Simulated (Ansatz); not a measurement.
Kick test of a cell of Ga

The cell was found from a structure generator's guess, not taken from experiment.

These are results of DFT PBE, scalar-relativistic, plane waves, PAW in Ansatz 0.2.0, not measurements. Plane waves to 420 eV, a k mesh through Γ of 12×12×12 on the computed 3-atom cell and Gaussian smearing (0.10 eV); no spin polarisation.

The cell below (3 atoms, space group Pm-3m (No. 221)) is relaxed within its symmetry.

```cif
data_structure
_symmetry_space_group_name_H-M 'P 1'
_symmetry_Int_Tables_number 1
_cell_length_a 3.9388
_cell_length_b 3.9388
_cell_length_c 3.9388
_cell_angle_alpha 90.000
_cell_angle_beta 90.000
_cell_angle_gamma 90.000
_cell_volume 61.11
loop_
_atom_site_label
_atom_site_type_symbol
_atom_site_fract_x
_atom_site_fract_y
_atom_site_fract_z
_atom_site_occupancy
Ga1 Ga 0.00000 0.50000 0.50000 1
Ga2 Ga 0.50000 0.00000 0.50000 1
Ga3 Ga 0.50000 0.50000 0.00000 1
```

For the test a repeat of it with 6 atoms (edges 3.94, 3.94, 7.88 Å) was strained at random (σ = 1.5 % a component), the atoms were moved at random (σ = 0.15 Å), and all was relaxed again on a coarse 6×6×4 mesh (in the run’s order of axes) with 0.20 eV smearing, with no symmetry imposed.

Question: Does it come back?

Answer: It returns, within 2 meV/atom of the unmoved cell on that mesh and with the same symmetry when read at 0.1 Å (P-1 at 0.01 Å, so small strains and shifts remain). So it is stable against the distortions that fit this cell and that this random move excites. Modes that don't fit the cell aren't tested.
